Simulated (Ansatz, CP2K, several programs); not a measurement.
Energy against volume for fluorite TiTe2, at fixed shape and fractional coordinates, computed by several methods (PBE and r2SCAN, where shown, with plane waves in Ansatz); the cell shown is that of r2SCAN. The symmetry is Fm-3m (No. 225, cubic); a = 6.880 Å in the conventional setting, 27.14 Å³ an atom. Ti is surrounded by 8 Te at 2.98 Å; Te is surrounded by 4 Ti at 2.98 Å. Simulation only: spin-unpolarised, and no claim that this is the phase found in nature. Energies count from each curve's lowest point; fits are third-order Birch-Murnaghan.

```cif
data_structure
_symmetry_space_group_name_H-M 'Fm-3m'
_symmetry_Int_Tables_number 225
_cell_length_a 6.8802
_cell_length_b 6.8802
_cell_length_c 6.8802
_cell_angle_alpha 90.000
_cell_angle_beta 90.000
_cell_angle_gamma 90.000
_cell_volume 325.70
loop_
_atom_site_label
_atom_site_type_symbol
_atom_site_symmetry_multiplicity
_atom_site_Wyckoff_symbol
_atom_site_fract_x
_atom_site_fract_y
_atom_site_fract_z
_atom_site_occupancy
Ti1 Ti 4 a 0.00000 0.00000 0.00000 1
Te1 Te 8 c 0.25000 0.75000 0.75000 1
```

PBE/SZV (CP2K), on the shape of the cell shown:
```tsv
V (Å³/atom)	E (meV/atom)
23.884	246.99
25.513	105.14
27.141	29.15
28.770	0.00
30.398	5.53
```
V₀ = 29.27 Å³ an atom and B₀ = 55 GPa.

PBE/DZVP (CP2K), on the shape of the cell shown:
```csv
V (Å³/atom),E (meV/atom)
23.884,110.73
25.513,27.15
27.141,0.00
28.770,11.08
30.398,48.25
```
V₀ = 27.39 Å³ an atom and B₀ = 59 GPa.

PBE, on the shape of its own relaxed cell:
```
V (Å³/atom)  E (meV/atom)
     25.414         20.04
     26.225          4.63
     27.036          0.00
     27.847          4.27
     28.658         16.12
```
V₀ = 27.03 Å³ an atom and B₀ = 59 GPa.

Question: r2SCAN, on the shape of its own relaxed cell, gives
```csv
V (Å³/atom),E (meV/atom)
25.513,20.11
26.327,4.72
27.141,0.00
27.956,4.28
28.770,16.46
```
What equilibrium volume and bulk modulus follow?

Answer: V₀ = 27.14 Å³ an atom and B₀ = 60 GPa.

light PBE (260 eV and a coarse mesh), on the shape of the cell shown:
```csv
V (Å³/atom),E (meV/atom)
24.970,0.00
26.056,40.52
27.141,80.49
28.227,151.00
29.313,107.05
30.398,227.08
```
The points scatter about the fit by more than 0.3 meV an atom, since at so low a cutoff the number of plane waves jumps with the volume, so no fit is quoted.
